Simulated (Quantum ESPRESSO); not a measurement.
# Ti (Im-3m) in Quantum ESPRESSO: further runs

One crystal, Ti, is run at these levels: PBEsol; tasks: band structure.

All numbers are computed with Quantum ESPRESSO 7.5; they aren't measurements. Logs are shortened: lines on timing, memory, paths and dates and some standing lists are left out, and cuts for length are marked.

**1. The crystal as given**

The structure is cubic, space group Im-3m (No. 229). Conventional cell: a = 3.282 Å, b = 3.282 Å, c = 3.282 Å, α = 90.00°, β = 90.00°, γ = 90.00°. Ti (site symmetry m-3m) is surrounded by 8 Ti at 2.84 Å.

This isn't the form of Ti at room conditions, which is hcp.

**2. Band structure, PBEsol**

Contents of pw.in:

```
&CONTROL
  calculation = 'scf'
  prefix = 'pwscf'
  outdir = './tmp'
  pseudo_dir = './pseudo'
  tprnfor = .true.
  tstress = .true.
  disk_io = 'low'
/
&SYSTEM
  ibrav = 0
  nat = 1
  ntyp = 1
  ecutwfc = 45
  ecutrho = 360
  nbnd = 12
  occupations = 'smearing'
  smearing = 'fd'
  degauss = 0.00367493
/
&ELECTRONS
  conv_thr = 2d-10
  electron_maxstep = 120
  mixing_beta = 0.5
/
ATOMIC_SPECIES
Ti    47.8670 ti_pbesol_v1.4.uspp.F.UPF
CELL_PARAMETERS bohr
  -3.1010405705    3.1010405705    3.1010405705
   3.1010405705   -3.1010405705    3.1010405705
   3.1010405705    3.1010405705   -3.1010405705
ATOMIC_POSITIONS bohr
Ti     0.0000000000    0.0000000000    0.0000000000
K_POINTS automatic
11 11 11 0 0 0
```

Contents of bands.in:

```
&CONTROL
  calculation = 'bands'
  prefix = 'pwscf'
  outdir = './tmp'
  pseudo_dir = './pseudo'
  disk_io = 'low'
  verbosity = 'high'
/
&SYSTEM
  ibrav = 0
  nat = 1
  ntyp = 1
  ecutwfc = 45
  ecutrho = 360
  nbnd = 12
  occupations = 'smearing'
  smearing = 'fd'
  degauss = 0.00367493
/
&ELECTRONS
  conv_thr = 1d-08
  electron_maxstep = 120
  mixing_beta = 0.5
  diago_full_acc = .true.
  startingwfc = 'random'
/
ATOMIC_SPECIES
Ti    47.8670 ti_pbesol_v1.4.uspp.F.UPF
CELL_PARAMETERS bohr
  -3.1010405705    3.1010405705    3.1010405705
   3.1010405705   -3.1010405705    3.1010405705
   3.1010405705    3.1010405705   -3.1010405705
ATOMIC_POSITIONS bohr
Ti     0.0000000000    0.0000000000    0.0000000000
K_POINTS crystal
60
 0.0000000000  0.0000000000  0.0000000000 1
 0.0416666667 -0.0416666667  0.0416666667 1
 0.0833333333 -0.0833333333  0.0833333333 1
 0.1250000000 -0.1250000000  0.1250000000 1
 0.1666666667 -0.1666666667  0.1666666667 1
 0.2083333333 -0.2083333333  0.2083333333 1
 0.2500000000 -0.2500000000  0.2500000000 1
 0.2916666667 -0.2916666667  0.2916666667 1
 0.3333333333 -0.3333333333  0.3333333333 1
 0.3750000000 -0.3750000000  0.3750000000 1
 0.4166666667 -0.4166666667  0.4166666667 1
 0.4583333333 -0.4583333333  0.4583333333 1
 0.5000000000 -0.5000000000  0.5000000000 1
 0.4375000000 -0.4375000000  0.5000000000 1
 0.3750000000 -0.3750000000  0.5000000000 1
 0.3125000000 -0.3125000000  0.5000000000 1
 0.2500000000 -0.2500000000  0.5000000000 1
 0.1875000000 -0.1875000000  0.5000000000 1
 0.1250000000 -0.1250000000  0.5000000000 1
 0.0625000000 -0.0625000000  0.5000000000 1
 0.0000000000  0.0000000000  0.5000000000 1
 0.0000000000  0.0000000000  0.4444444444 1
 0.0000000000  0.0000000000  0.3888888889 1
 0.0000000000  0.0000000000  0.3333333333 1
 0.0000000000  0.0000000000  0.2777777778 1
 0.0000000000  0.0000000000  0.2222222222 1
 0.0000000000  0.0000000000  0.1666666667 1
 0.0000000000  0.0000000000  0.1111111111 1
 0.0000000000  0.0000000000  0.0555555556 1
 0.0000000000  0.0000000000  0.0000000000 1
 0.0227272727  0.0227272727  0.0227272727 1
 0.0454545455  0.0454545455  0.0454545455 1
 0.0681818182  0.0681818182  0.0681818182 1
 0.0909090909  0.0909090909  0.0909090909 1
 0.1136363636  0.1136363636  0.1136363636 1
 0.1363636364  0.1363636364  0.1363636364 1
 0.1590909091  0.1590909091  0.1590909091 1
 0.1818181818  0.1818181818  0.1818181818 1
 0.2045454545  0.2045454545  0.2045454545 1
 0.2272727273  0.2272727273  0.2272727273 1
 0.2500000000  0.2500000000  0.2500000000 1
 0.2708333333  0.1875000000  0.2708333333 1
 0.2916666667  0.1250000000  0.2916666667 1
 0.3125000000  0.0625000000  0.3125000000 1
 0.3333333333  0.0000000000  0.3333333333 1
 0.3541666667 -0.0625000000  0.3541666667 1
 0.3750000000 -0.1250000000  0.3750000000 1
 0.3958333333 -0.1875000000  0.3958333333 1
 0.4166666667 -0.2500000000  0.4166666667 1
 0.4375000000 -0.3125000000  0.4375000000 1
 0.4583333333 -0.3750000000  0.4583333333 1
 0.4791666667 -0.4375000000  0.4791666667 1
 0.5000000000 -0.5000000000  0.5000000000 1
 0.2500000000  0.2500000000  0.2500000000 1
 0.2083333333  0.2083333333  0.2916666667 1
 0.1666666667  0.1666666667  0.3333333333 1
 0.1250000000  0.1250000000  0.3750000000 1
 0.0833333333  0.0833333333  0.4166666667 1
 0.0416666667  0.0416666667  0.4583333333 1
 0.0000000000  0.0000000000  0.5000000000 1
```

Potentials or basis: GBRV 1.5 PBEsol.

On the command line:

```console
$ OMP_NUM_THREADS=1 pw.x -in pw.in > pw.out
$ OMP_NUM_THREADS=1 pw.x -in bands.in > bands.out
```

pw.out:

```text
This program is part of the open-source Quantum ESPRESSO suite
     for quantum simulation of materials; please cite
[... 9 lines left out ...]
     --------------------
     sticks:   dense  smooth     PW     G-vecs:    dense   smooth      PW
     Sum         781     391    129                13811     4897     959

     Using Slab Decomposition

     bravais-lattice index     =            0
     lattice parameter (alat)  =       5.3712  a.u.
     unit-cell volume          =     119.2840 (a.u.)^3
     number of atoms/cell      =            1
     number of atomic types    =            1
     number of electrons       =        12.00
     number of Kohn-Sham states=           12
     kinetic-energy cutoff     =      45.0000  Ry
     charge density cutoff     =     360.0000  Ry
     scf convergence threshold =      2.0E-10
     mixing beta               =       0.5000
     number of iterations used =            8  plain     mixing
     Exchange-correlation= SLA  PW   PSX  PSC
                           (   1   4  10   8   0   0   0)

     celldm(1)=   5.371160  celldm(2)=   0.000000  celldm(3)=   0.000000
     celldm(4)=   0.000000  celldm(5)=   0.000000  celldm(6)=   0.000000

     crystal axes: (cart. coord. in units of alat)
               a(1) = (  -0.577350   0.577350   0.577350 )
               a(2) = (   0.577350  -0.577350   0.577350 )
               a(3) = (   0.577350   0.577350  -0.577350 )

     reciprocal axes: (cart. coord. in units 2 pi/alat)
               b(1) = ( -0.000000  0.866025  0.866025 )
               b(2) = (  0.866025 -0.000000  0.866025 )
               b(3) = (  0.866025  0.866025  0.000000 )

     PseudoPot. # 1 for Ti read from file:
     ti_pbesol_v1.4.uspp.F.UPF
     Pseudo is Ultrasoft + core correction, Zval = 12.0
     Generated by new atomic code, or converted to UPF format
     Using radial grid of  851 points,  6 beta functions with:
                l(1) =   0
                l(2) =   0
                l(3) =   1
                l(4) =   1
                l(5) =   2
                l(6) =   2
     Q(r) pseudized with  6 coefficients,  rinner =    1.000   1.000   1.000
                                                       1.000   1.000

     atomic species   valence    mass     pseudopotential
     Ti               12.00    47.86700     Ti( 1.00)

     48 Sym. Ops., with inversion, found

   Cartesian axes

     site n.     atom                  positions (alat units)
         1        Ti     tau(   1) = (   0.0000000   0.0000000   0.0000000  )

     number of k points=    56  Fermi-Dirac smearing, width (Ry)=  0.0037
                       cart. coord. in units 2pi/alat
        k(    1) = (   0.0000000   0.0000000   0.0000000), wk =   0.0015026
        k(    2) = (   0.0787296   0.0787296   0.0000000), wk =   0.0180316
        k(    3) = (   0.1574592   0.1574592   0.0000000), wk =   0.0180316
        k(    4) = (   0.2361887   0.2361887   0.0000000), wk =   0.0180316
        k(    5) = (   0.3149183   0.3149183   0.0000000), wk =   0.0180316
        k(    6) = (   0.3936479   0.3936479   0.0000000), wk =   0.0180316
[... 48 lines left out ...]
        k(   55) = (  -0.7872958  -0.0787296  -0.0787296), wk =   0.0120210
        k(   56) = (  -0.0000000  -0.0000000   0.7872958), wk =   0.0090158

     Dense  grid:    13811 G-vectors     FFT dimensions: (  36,  36,  36)

     Smooth grid:     4897 G-vectors     FFT dimensions: (  24,  24,  24)

     Check: negative core charge=   -0.000016

     Initial potential from superposition of free atoms

     starting charge      11.0000, renormalised to      12.0000

     negative rho (up, down):  5.982E-04 0.000E+00
     Starting wfcs are   10 randomized atomic wfcs +    2 random wfcs

     Self-consistent Calculation

     iteration #  1     ecut=    45.00 Ry     beta= 0.50
     Davidson diagonalization with overlap
     ethr =  1.00E-02,  avg # of iterations =  4.7

     negative rho (up, down):  1.139E-03 0.000E+00

     total energy              =    -118.94275291 Ry
     estimated scf accuracy    <       0.71100686 Ry

     iteration #  2     ecut=    45.00 Ry     beta= 0.50
     Davidson diagonalization with overlap
     ethr =  5.93E-03,  avg # of iterations =  2.1

     negative rho (up, down):  4.949E-04 0.000E+00

     total energy              =    -119.12897592 Ry
     estimated scf accuracy    <       0.03611210 Ry

     iteration #  3     ecut=    45.00 Ry     beta= 0.50
     Davidson diagonalization with overlap
     ethr =  3.01E-04,  avg # of iterations =  2.1

     negative rho (up, down):  4.083E-04 0.000E+00

     total energy              =    -119.13631611 Ry
     estimated scf accuracy    <       0.00028075 Ry

     iteration #  4     ecut=    45.00 Ry     beta= 0.50
     Davidson diagonalization with overlap
     ethr =  2.34E-06,  avg # of iterations =  4.0

     negative rho (up, down):  4.066E-04 0.000E+00

     total energy              =    -119.13636625 Ry
     estimated scf accuracy    <       0.00003596 Ry

     iteration #  5     ecut=    45.00 Ry     beta= 0.50
     Davidson diagonalization with overlap
     ethr =  3.00E-07,  avg # of iterations =  1.8

     negative rho (up, down):  4.040E-04 0.000E+00

     total energy              =    -119.13637205 Ry
     estimated scf accuracy    <       0.00000066 Ry

     iteration #  6     ecut=    45.00 Ry     beta= 0.50
     Davidson diagonalization with overlap
     ethr =  5.50E-09,  avg # of iterations =  1.7

     negative rho (up, down):  4.039E-04 0.000E+00

     total energy              =    -119.13637189 Ry
     estimated scf accuracy    <       0.00000037 Ry

     iteration #  7     ecut=    45.00 Ry     beta= 0.50
     Davidson diagonalization with overlap
     ethr =  3.05E-09,  avg # of iterations =  1.9

     negative rho (up, down):  4.040E-04 0.000E+00

     total energy              =    -119.13637200 Ry
     estimated scf accuracy    <       0.00000003 Ry

     iteration #  8     ecut=    45.00 Ry     beta= 0.50
     Davidson diagonalization with overlap
     ethr =  2.30E-10,  avg # of iterations =  1.2

     negative rho (up, down):  4.040E-04 0.000E+00

     End of self-consistent calculation

          k = 0.0000 0.0000 0.0000 (   603 PWs)   bands (ev):

   -43.5432 -19.5236 -19.5236 -19.5236   6.8468  13.7284  13.7284  13.7284
    15.4692  15.4692  30.0512  30.0512

          k = 0.0787 0.0787 0.0000 (   613 PWs)   bands (ev):

   -43.5333 -19.5771 -19.5401 -19.5239   7.1235  13.6039  13.6879  13.9297
    15.3332  15.4773  29.5777  29.9861

          k = 0.1575 0.1575 0.0000 (   609 PWs)   bands (ev):

   -43.5067 -19.7187 -19.5843 -19.5247   7.9001  13.2868  13.4731  14.5025
    15.1596  15.5131  28.0565  29.3279

          k = 0.2362 0.2362 0.0000 (   609 PWs)   bands (ev):

   -43.4716 -19.9003 -19.6416 -19.5258   8.9848  12.9028  13.1301  15.2158
    15.3443  15.5924  25.7219  28.0293

          k = 0.3149 0.3149 0.0000 (   606 PWs)   bands (ev):

   -43.4392 -20.0635 -19.6937 -19.5269   9.9332  12.5760  13.1545  15.3778
    15.7019  16.2504  23.3020  26.8214

          k = 0.3936 0.3936 0.0000 (   608 PWs)   bands (ev):

   -43.4198 -20.1590 -19.7245 -19.5275  10.3044  12.3920  13.7079  15.4517
    15.7862  16.8803  21.6150  26.1284

          k = 0.1575 0.0787 0.0787 (   609 PWs)   bands (ev):

   -43.5150 -19.6744 -19.5585 -19.5367   7.6523  13.4315  13.4900  14.3451
    15.1379  15.5351  28.7508  29.4495

          k = 0.2362 0.1575 0.0787 (   615 PWs)   bands (ev):

   -43.4842 -19.8282 -19.6118 -19.5427   8.6033  13.0752  13.1669  15.0365
    15.1030  15.6383  26.9904  28.1901

          k = 0.3149 0.2362 0.0787 (   608 PWs)   bands (ev):

   -43.4504 -19.9895 -19.6761 -19.5452   9.6894  12.7071  12.9194  15.1911
    15.7351  16.0302  24.5305  26.9917

          k = 0.3936 0.3149 0.0787 (   610 PWs)   bands (ev):

   -43.4245 -20.1098 -19.7258 -19.5467  10.3661  12.4669  13.1684  15.3721
    15.8461  16.8970  22.3162  26.1094

          k = 0.4724 0.3936 0.0787 (   608 PWs)   bands (ev):

   -43.4148 -20.1542 -19.7443 -19.5472  10.5085  12.3818  13.5115  15.4101
    15.9389  17.2952  21.3244  25.7815

          k = 0.3149 0.1575 0.1575 (   612 PWs)   bands (ev):

   -43.4546 -19.9500 -19.6665 -19.5674   9.6152  12.6839  12.8923  15.0375
    15.7615  16.0313  25.8503  26.0582

          k = 0.3936 0.2362 0.1575 (   610 PWs)   bands (ev):

   -43.4273 -20.0464 -19.7422 -19.5780  10.5698  12.3833  12.7692  15.2114
    15.8501  17.0988  23.4769  24.9836

          k = 0.4724 0.3149 0.1575 (   606 PWs)   bands (ev):

   -43.4110 -20.0978 -19.7948 -19.5820  10.9538  12.3631  12.8833  15.3732
    15.9380  18.0651  21.5635  24.3672
[... 163 lines left out ...]
   -43.3757 -20.0263 -19.9387 -19.7001  11.6072  11.6702  13.1702  15.4519
    16.0892  19.5372  21.8661  22.1440

          k =-0.0000-0.0000 0.4724 (   611 PWs)   bands (ev):

   -43.4121 -19.8958 -19.7718 -19.7718  10.4868  12.4850  14.1866  14.1866
    15.2863  16.4370  26.6927  26.6927

          k =-0.0000-0.0787 0.5511 (   604 PWs)   bands (ev):

   -43.3851 -19.9807 -19.8293 -19.7915  11.0164  11.8884  14.2945  14.5724
    15.9842  17.1384  24.1502  25.2497

          k =-0.0000-0.1575 0.6298 (   613 PWs)   bands (ev):

   -43.3691 -20.0480 -19.8633 -19.7853  11.2364  11.5907  14.2424  14.6976
    16.6648  18.5904  21.7096  24.2937

          k = 0.0787-0.0787 0.6298 (   613 PWs)   bands (ev):

   -43.3648 -20.0083 -19.9027 -19.8081  11.2085  11.4540  14.3281  15.2422
    16.2980  18.4559  23.0319  23.0692

          k =-0.7873-0.1575-0.1575 (   615 PWs)   bands (ev):

   -43.3572 -20.0189 -19.9377 -19.8059  11.2417  11.3129  14.2593  15.5613
    16.4684  20.0206  21.1342  22.5530

          k =-0.0000-0.0000 0.6298 (   614 PWs)   bands (ev):

   -43.3607 -19.9608 -19.8892 -19.8892  11.0556  11.3828  15.1585  15.1585
    16.0662  17.9615  23.6664  23.6664

          k =-0.0000-0.0787 0.7086 (   621 PWs)   bands (ev):

   -43.3462 -19.9977 -19.9244 -19.8975  11.0033  11.0671  15.4172  15.5541
    16.5730  19.4877  21.7680  22.5877

          k =-0.7873-0.0787-0.0787 (   619 PWs)   bands (ev):

   -43.3392 -19.9764 -19.9764 -19.9039  10.9154  10.9154  15.5009  16.3939
    16.3939  20.9703  20.9703  21.3798

          k =-0.0000-0.0000 0.7873 (   606 PWs)   bands (ev):

   -43.3325 -19.9704 -19.9605 -19.9605  10.7690  10.7804  16.3638  16.3638
    16.5583  20.4032  21.3536  21.3536

     the Fermi energy is    12.7448 ev

!    total energy              =    -119.13637200 Ry
     estimated scf accuracy    <          7.2E-11 Ry
     smearing contrib. (-TS)   =      -0.00165563 Ry
     internal energy E=F+TS    =    -119.13471637 Ry

     The total energy is F=E-TS. E is the sum of the following terms:
     one-electron contribution =     -41.23100743 Ry
     hartree contribution      =      24.44571491 Ry
     xc contribution           =     -17.85365464 Ry
     ewald contribution        =     -84.49576921 Ry

     convergence has been achieved in   8 iterations

     negative rho (up, down):  4.040E-04 0.000E+00

     Forces acting on atoms (cartesian axes, Ry/au):

     atom    1 type  1   force =     0.00000000    0.00000000    0.00000000

     Total force =     0.000000     Total SCF correction =     0.000000

     Computing stress (Cartesian axis) and pressure

     negative rho (up, down):  4.040E-04 0.000E+00
          total   stress  (Ry/bohr**3)                   (kbar)     P=      -67.94
  -0.00046181   0.00000000   0.00000000          -67.94        0.00        0.00
   0.00000000  -0.00046181   0.00000000            0.00      -67.94        0.00
   0.00000000   0.00000000  -0.00046181            0.00        0.00      -67.94

=------------------------------------------------------------------------------=
   JOB DONE.
=------------------------------------------------------------------------------=
```

Run time: 8.2 s. Hardware: 1 thread of Arm Neoverse V2, shared host; peak memory 0.09 GiB.

What came out:

| Quantity | Value |
| --- | --- |
| Free energy | -1620.9329 eV |
| Pressure | -6.8 GPa |
| Band gap on the k mesh | none (metal or under the smearing width) |

Levels at the corners of the path, in eV from the Fermi level:
| point | band 4 | band 5 | band 6 | band 7 | band 8 | band 9 |
| --- | --- | --- | --- | --- | --- | --- |
| Γ | -32.27 | -5.90 | 0.98 | 0.98 | 0.98 | 2.72 |
| H | -32.72 | -2.04 | -2.04 | 3.88 | 3.88 | 3.88 |
| N | -32.27 | -2.41 | -0.38 | 1.10 | 2.71 | 3.05 |
| Γ | -32.27 | -5.90 | 0.98 | 0.98 | 0.98 | 2.72 |
| P | -32.59 | -0.60 | -0.60 | -0.60 | 3.11 | 3.11 |
| H | -32.72 | -2.04 | -2.04 | 3.88 | 3.88 | 3.88 |
| P | -32.59 | -0.60 | -0.60 | -0.60 | 3.11 | 3.11 |
| N | -32.27 | -2.41 | -0.38 | 1.10 | 2.71 | 3.05 |

**3. Band structure, PBEsol**

pw.in: that of step 2 with these lines changed.

```diff
@@ -13,4 +13,3 @@
   ntyp = 1
-  ecutwfc = 45
-  ecutrho = 360
+  ecutwfc = 84
   nbnd = 12
@@ -26,3 +25,3 @@
 ATOMIC_SPECIES
-Ti    47.8670 ti_pbesol_v1.4.uspp.F.UPF
+Ti    47.8670 Ti.upf
 CELL_PARAMETERS bohr
```

bands.in: that of step 2 with these lines changed.

```diff
@@ -12,4 +12,3 @@
   ntyp = 1
-  ecutwfc = 45
-  ecutrho = 360
+  ecutwfc = 84
   nbnd = 12
@@ -27,3 +26,3 @@
 ATOMIC_SPECIES
-Ti    47.8670 ti_pbesol_v1.4.uspp.F.UPF
+Ti    47.8670 Ti.upf
 CELL_PARAMETERS bohr
```

Potentials or basis: PseudoDojo 0.4 SR PBEsol stringent.

On the command line:

```console
$ OMP_NUM_THREADS=1 pw.x -in pw.in > pw.out
$ OMP_NUM_THREADS=1 pw.x -in bands.in > bands.out
```

Run time: 14 s. Hardware: 1 thread of Arm Neoverse V2, shared host; peak memory 0.09 GiB.

The run converged. Its results:

```yaml
Free_energy: -1613.5326 eV
Pressure: -6.7 GPa
Band_gap_on_the_k_mesh: none (metal or under the smearing width)
```

Levels at the corners of the path, in eV from the Fermi level:
```
point  band 3  band 4  band 5  band 6  band 7  band 8  band 9  band 10
    Γ  -32.28  -32.28   -5.90    0.99    0.99    0.99    2.73     2.73
    H  -32.73  -32.73   -2.04   -2.04    3.88    3.88    3.88     8.20
    N  -32.49  -32.29   -2.41   -0.38    1.09    2.71    3.06     4.23
    Γ  -32.28  -32.28   -5.90    0.99    0.99    0.99    2.73     2.73
    P  -32.60  -32.60   -0.60   -0.60   -0.60    3.11    3.11     8.95
    H  -32.73  -32.73   -2.04   -2.04    3.88    3.88    3.88     8.20
    P  -32.60  -32.60   -0.60   -0.60   -0.60    3.11    3.11     8.95
    N  -32.49  -32.29   -2.41   -0.38    1.09    2.71    3.06     4.23
```

(Continued in part 2 of 2.)
